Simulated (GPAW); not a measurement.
A run of GPAW 26.7.0 is set up as follows.

Contents of run.py:

```python
from ase.filters import FrechetCellFilter
from ase.io import read, write
from ase.optimize import BFGS
from gpaw import GPAW, PW, setup_paths

setup_paths.insert(0, '.')

atoms = read('C.xyz')

calc = GPAW(mode=PW(800),
            xc='PBEsol',
            kpts={'size': (7, 7, 2), 'gamma': True},
            occupations={'name': 'fermi-dirac', 'width': 0.05},
            nbands=32,
            convergence={'density': 1e-06, 'energy': 1e-06, 'eigenstates': 1e-10},
            maxiter=150,
            txt='gpaw.txt')
atoms.calc = calc
opt = BFGS(FrechetCellFilter(atoms), trajectory='relax.traj', logfile='-')
done = opt.run(fmax=0.01, steps=100)
calc.write('gs.gpw')
write('result.traj', atoms)
print('Converged:', done)
print('Cell:', atoms.cell.cellpar().round(4))
print('Volume:', round(atoms.get_volume(), 4))
print(atoms.get_scaled_positions().round(5))
```

Contents of C.xyz:

```xyz
8
Lattice="2.5221000000 0.0000000000 0.0000000000 -1.2610500000 2.1842026709 0.0000000000 0.0000000000 0.0000000000 8.2371000000" Properties=species:S:1:pos:R:3 pbc="T T T"
C      1.2610500001      0.7280675569      6.9500531250
C     -0.0000000001      1.4561351140      2.8315031250
C      1.2610500001      0.7280675569      5.4055968750
C     -0.0000000001      1.4561351140      1.2870468750
C      0.0000000000      0.0000000000      7.4648718750
C      0.0000000000      0.0000000000      3.3463218750
C      0.0000000000      0.0000000000      4.8907781250
C      0.0000000000      0.0000000000      0.7722281250
```

Potentials or basis: PAW data sets generated in the run's folder for this functional, pw.

Command:

```sh
$ gpaw-setup -f PBEsol C
$ OMP_NUM_THREADS=1 python run.py
```

Problem. Estimate the relaxed volume.

Solution. 5.61 Å³/atom.

Problem. Estimate the band gap on the k mesh.

Solution. 4.43 eV, indirect (least direct gap 5.27 eV).

Problem. Estimate the relaxed cell.

Solution. a = 2.505 Å, b = 2.505 Å, c = 8.260 Å, α = 90.00°, β = 90.00°, γ = 120.00°.

Problem. What does it give for the space group after relaxing (to 0.05 Å)?

Solution. P6_3/mmc (No. 194).

Stress tensor (GPa, compression positive):
```
0.08 0.00 0.00
0.00 0.08 0.00
0.00 0.00 0.26
```

Caveat: the k mesh is coarse; later steps reuse the first step's grids; an odd mesh through Γ misses points on the zone boundary, where band edges often lie.
